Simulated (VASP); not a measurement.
## WS2: electric field gradients with LDA

The system is WS2, a slab with vacuum.

```
CELL_PARAMETERS angstrom
3.18352 0.00000 0.00000
-1.59176 2.75701 0.00000
0.00000 0.00000 16.95058
ATOMIC_POSITIONS crystal
W 0.00000 0.00000 0.00000
S 0.33333 0.66667 0.09200
S 0.33333 0.66667 0.90800
```

| Quantity | Value |
| --- | --- |
| Program | VASP 6.6.1 |
| Task | electric field gradients |
| Functional | LDA |
| Potentials or basis | VASP PAW LDA potentials, release 64 (W_sv, S) |
| Cutoff | 520 eV |
| k mesh | 10 × 10 × 2 |
| Occupations | gaussian, width 0.02 eV |
| Spin | no spin polarisation |
| Further INCAR settings | ALGO = Normal; EDIFF = 1e-08 |

- Largest force: 0.358 eV/Å
- Band gap on the k mesh: 1.99 eV, indirect (least direct gap 2.15 eV)

Forces in eV/Å, atoms in the order of the input:
```
W    0.000  0.000  0.000
S    0.000  0.000 -0.358
S    0.000  0.000  0.358
```

Levels at points of the mesh, in eV from the valence-band top:
| k point | band 9 | band 10 | band 11 | band 12 | band 13 | band 14 | band 15 | band 16 | band 17 |
| --- | --- | --- | --- | --- | --- | --- | --- | --- | --- |
| (0.00, 0.00, 0.00) | -2.87 | -2.03 | -1.63 | -1.63 | 0.00 | 2.90 | 2.90 | 3.10 | 3.10 |
| (0.50, 0.00, 0.00) | -4.38 | -3.41 | -2.04 | -1.22 | -0.87 | 2.82 | 3.29 | 4.04 | 4.78 |
| (0.00, 0.00, 0.50) | -2.87 | -2.03 | -1.63 | -1.63 | 0.00 | 2.90 | 2.90 | 3.10 | 3.10 |
| (0.50, 0.00, 0.50) | -4.38 | -3.41 | -2.04 | -1.22 | -0.87 | 2.82 | 3.29 | 4.04 | 4.78 |

Electric field gradients, principal values (V/Å²):
```csv
atom,Vxx,Vyy,Vzz
1 W,82.148,82.149,-164.297
2 S,26.091,26.092,-52.183
3 S,26.091,26.092,-52.183
```

It took 110 s on 1 thread of Intel(R) Xeon(R) Platinum 8488C (Sapphire Rapids) (shared host), peak memory 0.24 GiB.

Caveat: spin-orbit coupling is left out, which moves the levels of the heavy elements.
